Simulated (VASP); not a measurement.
# BN (F-43m) in VASP: Born charges and dielectric tensor with LDA

Aim: the Born charges and dielectric tensor of BN with LDA.

Program: VASP 6.6.1. These are calculated values, not measurements. Logs are shortened: lines on timing, memory, paths and dates and some standing lists are left out, and cuts for length are marked.

**Experimental background.**

From a printed reference work, monograph, for a bulk crystal of BN at 300 K: band gap 6.4 eV (indirect).

The runs below are set against these values where they give the same quantity.

## (1) Starting point

Symmetry: F-43m, No. 216, cubic system. The conventional cell has a = 3.607 Å, b = 3.607 Å, c = 3.607 Å, α = 90.00°, β = 90.00°, γ = 90.00°. B (site symmetry -43m) is surrounded by 4 N at 1.56 Å. Around N (site symmetry -43m) lie 4 B at 1.56 Å.

The cell is a database's computed one.

## (2) Born charges and dielectric tensor, LDA

The input, INCAR:

```
PREC = Accurate
ENCUT = 600
EDIFF = 1E-8
ISMEAR = 0
SIGMA = 0.02
LREAL = False
LASPH = True
NELM = 100
ALGO = Normal
ISIF = 2
LWAVE = False
LCHARG = False
GGA = CA
LEPSILON = True
IBRION = 8
NSW = 1
```

The input, KPOINTS:

```
regular mesh
0
Gamma
  12 12 12
```

The input, POSCAR:

```
BN
1.0
    0.0000000000      1.8033400000      1.8033400000
    1.8033400000      0.0000000000      1.8033400000
    1.8033400000      1.8033400000      0.0000000000
B N
1 1
Direct
    0.0000000000      0.0000000000      0.0000000000
    0.2500000000      0.2500000000      0.2500000000
```

Potentials or basis: VASP PAW LDA potentials, release 64 (B, N).

Started as:

```
> cat potpaw_LDA.64/B/POTCAR potpaw_LDA.64/N/POTCAR > POTCAR
> mpirun -np 1 vasp_std > vasp.out
```

OUTCAR:

```text
PREC = Accurate
   ENCUT = 600
   EDIFF = 1E-8
   ISMEAR = 0
   LREAL = False
   LASPH = True
   NELM = 100
   ISIF = 2
   GGA = CA
   LEPSILON = True
   IBRION = 8
   NSW = 1

 ion  position               nearest neighbor table
   1  0.000  0.000  0.000-   2 1.56   2 1.56   2 1.56   2 1.56
   2  0.250  0.250  0.250-   1 1.56   1 1.56   1 1.56   1 1.56

  LATTYP: Found a face centered cubic cell.
 ALAT       =     3.6066800000

  Lattice vectors:

 A1 = (   0.0000000000,   1.8033400000,   1.8033400000)
 A2 = (   1.8033400000,   0.0000000000,   1.8033400000)
 A3 = (   1.8033400000,   1.8033400000,   0.0000000000)

Analysis of symmetry for initial positions (statically):
=====================================================================
 Subroutine PRICEL returns:
 Original cell was already a primitive cell.

 Routine SETGRP: Setting up the symmetry group for a
 face centered cubic supercell.

 Subroutine GETGRP returns: Found 24 space group operations
 (whereof 24 operations were pure point group operations)
 out of a pool of 48 trial point group operations.

The static configuration has the point symmetry T_d .

Analysis of symmetry for dynamics (positions and initial velocities):
=====================================================================
 Subroutine PRICEL returns:
 Original cell was already a primitive cell.

 Routine SETGRP: Setting up the symmetry group for a
 face centered cubic supercell.

 Subroutine GETGRP returns: Found 24 space group operations
 (whereof 24 operations were pure point group operations)
 out of a pool of 48 trial point group operations.

The dynamic configuration has the point symmetry T_d .

 Subroutine INISYM returns: Found 24 space group operations
 (whereof 24 operations are pure point group operations),
 and found     1 'primitive' translations

----------------------------------------------------------------------------------------

                                     Primitive cell

  volume of cell :      11.7291

  direct lattice vectors                    reciprocal lattice vectors
     0.000000000  1.803340000  1.803340000    -0.277263300  0.277263300  0.277263300
     1.803340000  0.000000000  1.803340000     0.277263300 -0.277263300  0.277263300
     1.803340000  1.803340000  0.000000000     0.277263300  0.277263300 -0.277263300

  length of vectors
     2.550307886  2.550307886  2.550307886     0.480234123  0.480234123  0.480234123

  position of ions in fractional coordinates (direct lattice)
     0.000000000  0.000000000  0.000000000
     0.250000000  0.250000000  0.250000000

  ion indices of the primitive-cell ions
   primitive index   ion index
                 1           1
                 2           2

----------------------------------------------------------------------------------------

 KPOINTS: regular mesh

Automatic generation of k-mesh.
 Grid dimensions read from file:
 generate k-points for:   12   12   12

 Generating k-lattice:

  Cartesian coordinates                     Fractional coordinates (reciprocal lattice)
    -0.023105275  0.023105275  0.023105275     0.083333333  0.000000000  0.000000000
     0.023105275 -0.023105275  0.023105275     0.000000000  0.083333333  0.000000000
     0.023105275  0.023105275 -0.023105275     0.000000000  0.000000000  0.083333333

[... 412 lines left out ...]
  free energy    TOTEN  =        -0.12325477 eV

  energy without entropy =       -0.12325477

------------------------ aborting loop because EDIFF is reached ----------------------------------------

--------------------------------------- Ionic step        2  -------------------------------------------

------------------------ aborting loop because EDIFF is reached ----------------------------------------

--------------------------------------- Ionic step        3  -------------------------------------------

------------------------ aborting loop because EDIFF is reached ----------------------------------------

 PIEZOELECTRIC TENSOR FIELD DIRECTION 3  (e Angst)
 -----------------------------------------------------------------------------
    -0.00033 -0.75196  0.00000           ( -0.00000 -0.01061  0.00000)
    -0.75196 -0.00033  0.00000           ( -0.01061 -0.00000  0.00000)
     0.00000  0.00000  0.00025           (  0.00000  0.00000 -0.00000)

 PIEZOELECTRIC TENSOR FIELD DIRECTION 3  (C/m^2)
 -----------------------------------------------------------------------------
    -0.00045 -1.02717  0.00000
    -1.02717 -0.00045  0.00000
     0.00000  0.00000  0.00033

--------------------------------------- Ionic step        4  -------------------------------------------

------------------------ aborting loop because EDIFF is reached ----------------------------------------

[... ionic steps 5 to 6 ...]

--------------------------------------- Ionic step        7  -------------------------------------------

 Free energy of the ion-electron system (eV)
  ---------------------------------------------------
  ---------------------------------------------------
  free energy    TOTEN  =        -0.22670478 eV

  energy without entropy =       -0.22670478

------------------------ aborting loop because EDIFF is reached ----------------------------------------

 INTERNAL STRAIN TENSOR  FOR ION    2  DIRECTION 1   (eV/Angst):
 -----------------------------------------------------------------------------
    -0.01762  0.00000  0.00000
     0.00000  0.01003 -1.76486
     0.00000 -1.76486  0.01003

 MACROSCOPIC STATIC DIELECTRIC TENSOR (including local field effects in DFT)
 ------------------------------------------------------
           4.583874     0.000000    -0.000000
           0.000000     4.583874    -0.000000
           0.000000     0.000000     4.583874
 ------------------------------------------------------

 PIEZOELECTRIC TENSOR (including local field effects)  for field in x, y, z        (e  Angst)
          XX          YY          ZZ          XY          YZ          ZX
  --------------------------------------------------------------------------------
  x    -0.00000     0.00000     0.00000     0.00000    -0.75245     0.00000
  y     0.00000     0.00000     0.00000     0.00000     0.00000    -0.75245
  z    -0.00000     0.00000    -0.00000    -0.75245     0.00000     0.00000

 PIEZOELECTRIC TENSOR (including local field effects)  for field in x, y, z        (C/m^2)
          XX          YY          ZZ          XY          YZ          ZX
  --------------------------------------------------------------------------------
  x    -0.00000     0.00000     0.00000     0.00000    -1.02784     0.00000
  y     0.00000     0.00000     0.00000     0.00000     0.00000    -1.02784
  z    -0.00000     0.00000    -0.00000    -1.02784     0.00000     0.00000

 BORN EFFECTIVE CHARGES (including local field effects) (in |e|, cummulative output)
 ---------------------------------------------------------------------------------
 ion    1
    1     1.88311    -0.00000     0.00000
    2     0.00000     1.88311    -0.00000
    3     0.00000    -0.00000     1.88311
 ion    2
    1    -1.88311     0.00000     0.00000
    2    -0.00000    -1.88311     0.00000
    3    -0.00000     0.00000    -1.88311

 INTERNAL STRAIN TENSOR FOR ION    2 for displacements in x,y,z  (eV/Angst):
          X           Y           Z          XY          YZ          ZX
  --------------------------------------------------------------------------------
  x    -0.00000     0.00000     0.00000     0.00000    -1.76486     0.00000
  y    -0.00000     0.00000    -0.00000     0.00000     0.00000    -1.76486
  z     0.00000     0.00000    -0.00000    -1.76486     0.00000     0.00000

 SECOND DERIVATIVES (NOT SYMMETRIZED)
 ------------------------------------
               1X          1Y          1Z          2X          2Y          2Z
  1X   -24.367503    0.000000    0.000000   24.367503    0.000000    0.000000
  1Y     0.000000  -24.367503    0.000000    0.000000   24.367503    0.000000
  1Z     0.000000    0.000000  -24.367503    0.000000    0.000000   24.367503
  2X    24.367394    0.000000    0.000000  -24.367394    0.000000    0.000000
  2Y     0.000000   24.367394    0.000000    0.000000  -24.367394    0.000000
  2Z     0.000000    0.000000   24.367394    0.000000    0.000000  -24.367394

 Eigenvectors and eigenvalues of the dynamical matrix
 ----------------------------------------------------

   1 f  =   31.244547 THz   196.315281 2PiTHz 1042.205920 cm-1   129.217007 meV
             X         Y         Z           dx          dy          dz
      0.000000  0.000000  0.000000     0.751189   -0.000000    0.000000
      0.901670  0.901670  0.901670    -0.660087    0.000000    0.000000
[... 21 lines left out ...]
   6 f/i=    0.000035 THz     0.000217 2PiTHz    0.001154 cm-1     0.000143 meV
             X         Y         Z           dx          dy          dz
      0.000000  0.000000  0.000000    -0.310091    0.348443   -0.467061
      0.901670  0.901670  0.901670    -0.352888    0.396533   -0.531522

--------------------------------------------------------------------------------------------------------

 MACROSCOPIC STATIC DIELECTRIC TENSOR IONIC CONTRIBUTION
 ------------------------------------------------------
           2.245145    -0.000000    -0.000000
          -0.000000     2.245145     0.000000
          -0.000000     0.000000     2.245145
 ------------------------------------------------------

 ELASTIC MODULI CONTR FROM IONIC RELAXATION (kBar)
 Direction    XX          YY          ZZ          XY          YZ          ZX
 --------------------------------------------------------------------------------
 XX          -0.0000      0.0000      0.0000      0.0000     -0.0000     -0.0000
 YY           0.0000     -0.0000      0.0000      0.0000      0.0000      0.0000
 ZZ           0.0000      0.0000     -0.0000     -0.0000      0.0000     -0.0000
 XY           0.0000      0.0000     -0.0000    -15.7173      0.0000     -0.0000
 YZ          -0.0000      0.0000      0.0000      0.0000    -15.7173      0.0000
 ZX          -0.0000      0.0000     -0.0000     -0.0000      0.0000    -15.7173
 --------------------------------------------------------------------------------

 PIEZOELECTRIC TENSOR IONIC CONTR  for field in x, y, z        (C/m^2)
          XX          YY          ZZ          XY          YZ          ZX
  --------------------------------------------------------------------------------
  x     0.00000    -0.00000    -0.00000    -0.00000     0.17676    -0.00000
  y     0.00000    -0.00000     0.00000     0.00000    -0.00000     0.17676
  z    -0.00000    -0.00000     0.00000     0.17676    -0.00000     0.00000
```

It took 91 s on 1 thread of Intel Xeon Platinum 8559C (Emerald Rapids), shared host; peak memory 0.18 GiB.

Results:

| Quantity | Value |
| --- | --- |
| Band gap on the k mesh | 4.35 eV, indirect (least direct gap 8.72 eV) |
| Electronic dielectric tensor (diagonal) | 4.58 |
| Born charges (mean of the diagonal) | B +1.88; N -1.88 e |
| Highest phonon frequency at Γ, LO-TO splitting left out | 1042 cm⁻¹ |

Phonon frequencies in cm⁻¹ (negative: imaginary):
```csv
q point,frequencies
"(0.000, 0.000, 0.000)",0 0 0 1042 1042 1042
```

Electronic dielectric tensor:
```
4.58 0.00 0.00
0.00 4.58 0.00
0.00 0.00 4.58
```

Born effective charge tensors (e):
atom 1, B
```
1.88 0.00 0.00
0.00 1.88 0.00
0.00 0.00 1.88
```
atom 2, N
```
-1.88  0.00  0.00
 0.00 -1.88  0.00
 0.00  0.00 -1.88
```

## (3) How close it comes

Step 2. Measured gap of BN: 6.4 eV (indirect; 300 K; a printed reference work, monograph). This calculation gives 4.35 eV (-2.05 eV). The value is that of LDA on a finite k mesh, which can miss the band edges, without temperature or zero-point motion. Semilocal functionals fall short of measured gaps as a rule. The cell is a database's relaxed one, not the measured one, which moves gaps too.
